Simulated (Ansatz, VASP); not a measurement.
# One calculation of SiO2, two programs

POSCAR

```
SiO2
1.0
    4.5202385623      0.0000000000      0.0000000000
    0.0000000000      4.5202385623      0.0000000000
    0.0000000000      0.0000000000      2.4552453754
Si O
2 4
Direct
    0.5000000000      0.5000000000      0.5000000000
    0.0000000000      0.0000000000      0.0000000000
    0.6938852014      0.6938852014      0.0000000000
    0.1938852014      0.8061147986      0.5000000000
    0.3061147986      0.3061147986      0.0000000000
    0.8061147986      0.1938852014      0.5000000000
```

The input INCAR.step1:

```
PREC     = Accurate       # precision mode
ENCUT    = 520            # plane-wave cutoff, eV
ISMEAR   = 0              # smearing method
SIGMA    = 0.05           # smearing width, eV
LREAL    = False          # projectors in reciprocal space
LASPH    = True           # aspherical terms in the spheres
NELM     = 60             # most SCF steps
NBANDS   = 25             # bands
GGA      = PE             # functional
ALGO     = Normal         # electronic algorithm
EDIFF    = 1E-4           # SCF threshold, eV
LWAVE    = True           # write WAVECAR
LCHARG   = False          # write CHGCAR
```

INCAR.step2

```
PREC     = Accurate       # precision mode
ENCUT    = 520            # plane-wave cutoff, eV
EDIFF    = 1E-7           # SCF threshold, eV
ISMEAR   = 0              # smearing method
SIGMA    = 0.05           # smearing width, eV
LREAL    = False          # projectors in reciprocal space
LASPH    = True           # aspherical terms in the spheres
NELM     = 60             # most SCF steps
ALGO     = Normal         # electronic algorithm
ISIF     = 2              # what is computed and relaxed
LWAVE    = False          # write WAVECAR
LCHARG   = False          # write CHGCAR
METAGGA  = R2SCAN         # meta-GGA
LMIXTAU  = True         
NBANDS   = 25             # bands
ISTART   = 1
```

Contents of KPOINTS:

```
Automatic mesh
0
Gamma
  6 6 8
```

Input for Ansatz:

```yaml
crystal:
  lattice:
    - [4.5202385623, 0.0, 0.0]
    - [0.0, 4.5202385623, 0.0]
    - [0.0, 0.0, 2.4552453754]
  atoms:
    - { symbol: Si, position: [0.5, 0.5, 0.5] }
    - { symbol: Si, position: [0.0, 0.0, 0.0] }
    - { symbol: O, position: [0.6938852014, 0.6938852014, 0.0] }
    - { symbol: O, position: [0.1938852014, 0.8061147986, 0.5] }
    - { symbol: O, position: [0.3061147986, 0.3061147986, 0.0] }
    - { symbol: O, position: [0.8061147986, 0.1938852014, 0.5] }
basis:
  ecutwfc: 500
kpoints:
  mp_grid: { grid: [6, 6, 8] }
hamiltonian:
  xc: r2scan
scf:
  occupations: { method: gaussian, width: 0.05 }
output:
  forces: true
  stress: true
  eigenvalues: true
```

Change from the starting cell: strain +0.080 along x and y, -0.080 along z, atoms carried along.

Alike in both runs: task single point; functional r2SCAN; k mesh 6 × 6 × 8; occupations gaussian, width 0.05 eV; no spin polarisation.

|  | VASP | Ansatz |
| --- | --- | --- |
| version | VASP 6.6.1 | Ansatz 0.2.0 |
| potentials or method | VASP PAW PBE potentials, release 64 (Si, O) | scalar-relativistic, plane waves, PAW |
| plane-wave cutoff (eV) | 520 | 500 |
| valence electrons in the cell | 32 | 32 |

Ansatz gave:

- gap on the k mesh at the Fermi level (eV): 5.41
- least direct gap on the mesh (eV): 5.41
- pressure (GPa): -8.6
- largest component of the traceless stress (GPa): 52.51
- rms of the force components (eV/Å): 0.980

Problem. Estimate VASP's values.

Solution. gap on the k mesh at the Fermi level (eV): 5.39; least direct gap on the mesh (eV): 5.39; pressure (GPa): -8.1; largest component of the traceless stress (GPa): 53.39; rms of the force components (eV/Å): 0.950.

Atom by atom the forces differ by 0.030 eV/Å (rms over components).

Caveats: the PAW data sets were made with another functional, which shifts forces and pressure a little (VASP). A k mesh can miss the band edges.
